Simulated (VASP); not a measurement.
MoSe2:

```
Mo Se
1.0
     3.29174    0.00000    0.00000
    -1.64587    2.85073    0.00000
     0.00000    0.00000   13.79528
Mo Se
2 4
Cartesian
  1.6459 0.9502 3.4488
  0.0000 1.9005 10.3465
  1.6459 0.9502 8.7335
  0.0000 1.9005 5.0617
  1.6459 0.9502 11.9594
  0.0000 1.9005 1.8359
```

The cell is a database's computed one.

| Item | Value |
| --- | --- |
| Program | VASP 6.6.1 |
| Task | relaxation of cell and atoms |
| Functional | PBEsol |
| Potentials or basis | VASP PAW PBE potentials, release 64 (Mo_sv, Se) |
| Cutoff | 600 eV |
| k mesh | 9 × 9 × 2 |
| Occupations | gaussian, width 0.02 eV |
| Spin | no spin polarisation |

At the start: pressure 2.7 GPa; volume 21.58 Å³/atom.

How do energy, volume and symmetry change on relaxing?

Over 24 steps the energy falls by 17.2 meV/atom and the volume is 20.34 Å³/atom (-5.7 %); space group P6_3/mmc (No. 194, to 0.05 Å).

The path:
| step | energy change (eV) | largest force (eV/Å) | pressure (GPa) | volume (Å³) |
| --- | --- | --- | --- | --- |
| 1 | 0.0000 | 0.8376 | 2.67 | 129.45 |
| 2 | 0.1033 | 0.9977 | -6.50 | 136.27 |
| 3 | -0.0615 | 0.0769 | -1.17 | 131.97 |
| 4 | -0.0615 | 0.0955 | -1.08 | 131.90 |
| 5 | -0.0754 | 0.0520 | -0.08 | 130.01 |
| 6 | -0.0754 | 0.0516 | -0.07 | 129.99 |
| 7 | -0.0762 | 0.0563 | -0.05 | 129.79 |
| 8 | -0.0788 | 0.0708 | 0.03 | 129.17 |
| 9 | -0.0837 | 0.1017 | 0.19 | 127.93 |
| 10 | -0.0916 | 0.1701 | 0.60 | 125.45 |
| 11 | -0.0904 | 0.3259 | 1.82 | 120.49 |
| 12 | -0.0940 | 0.2680 | 1.27 | 122.74 |
| 13 | -0.0942 | 0.2658 | 1.26 | 122.71 |
| 14 | -0.0948 | 0.2592 | 1.23 | 122.64 |
| 15 | -0.0958 | 0.2460 | 1.16 | 122.49 |
| 16 | -0.0976 | 0.2198 | 1.03 | 122.19 |
| 17 | -0.1001 | 0.1680 | 0.78 | 121.59 |
| 18 | -0.1007 | 0.0659 | 0.33 | 120.38 |
| 19 | -0.1011 | 0.1052 | 0.49 | 120.83 |
| 20 | -0.1016 | 0.0944 | 0.42 | 120.99 |
| 21 | -0.1027 | 0.0620 | 0.20 | 121.47 |
| 22 | -0.1030 | 0.0025 | -0.21 | 122.42 |
| 23 | -0.1031 | 0.0215 | -0.05 | 122.07 |
| 24 | -0.1032 | 0.0200 | -0.04 | 122.02 |

Final structure:
```xyz
6
Lattice="3.2737 0.0000 0.0000 -1.6369 2.8351 0.0000 0.0000 0.0000 13.1471" Properties=species:S:1:pos:R:3 pbc="T T T"
Mo    1.6369    0.9450    3.2868
Mo    0.0000    1.8901    9.8604
Se    1.6369    0.9450    8.1959
Se    0.0000    1.8901    4.9512
Se    1.6369    0.9450   11.5248
Se    0.0000    1.8901    1.6224
```

Caveat: the PAW data sets were made with another functional, which shifts forces and pressure a little; this functional lacks dispersion, which binds the layers, so the pressure and a relaxed spacing across them are unreliable.
